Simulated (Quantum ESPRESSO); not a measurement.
Crystal: SnTe.

```
CELL_PARAMETERS angstrom
0.00000 3.15085 3.15085
3.15085 0.00000 3.15085
3.15085 3.15085 0.00000
ATOMIC_POSITIONS crystal
Te 0.50000 0.50000 0.50000
Sn 0.00000 0.00000 0.00000
```

| Quantity | Value |
| --- | --- |
| Program | Quantum ESPRESSO 7.5 |
| Task | relaxation of cell and atoms |
| Functional | PBEsol |
| Dispersion | rVV10 |
| Potentials or basis | GBRV 1.5 PBEsol |
| Cutoff | 925 eV |
| Density cutoff | 7401 eV |
| k mesh | 7 × 7 × 7 |
| Occupations | fermi-dirac, width 0.05 eV |
| Spin | no spin polarisation |

At the start: pressure -2.5 GPa; volume 31.28 Å³/atom.

Q: How do energy, volume and symmetry change on relaxing?

A: Over 4 steps the energy falls by 12.5 meV/atom and the volume is 29.68 Å³/atom (-5.1 %); space group Fm-3m (No. 225, to 0.05 Å).

Step by step:
| step | energy change (eV) | largest force (eV/Å) | pressure (GPa) | volume (Å³) |
| --- | --- | --- | --- | --- |
| 1 | 0.0000 | 0.0000 | -2.54 | 62.56 |
| 2 | -0.0092 | 0.0000 | -2.08 | 61.90 |
| 3 | -0.0248 | 0.0000 | 0.19 | 59.15 |
| 4 | -0.0251 | 0.0000 | -0.02 | 59.36 |

Final structure:
```
Te Sn
1.0
     0.00000    3.09611    3.09611
     3.09611    0.00000    3.09611
     3.09611    3.09611    0.00000
Te Sn
1 1
Direct
  0.50000 0.50000 0.50000
  0.00000 0.00000 0.00000
```

Caveat: rVV10's parameter b was fitted to another functional.
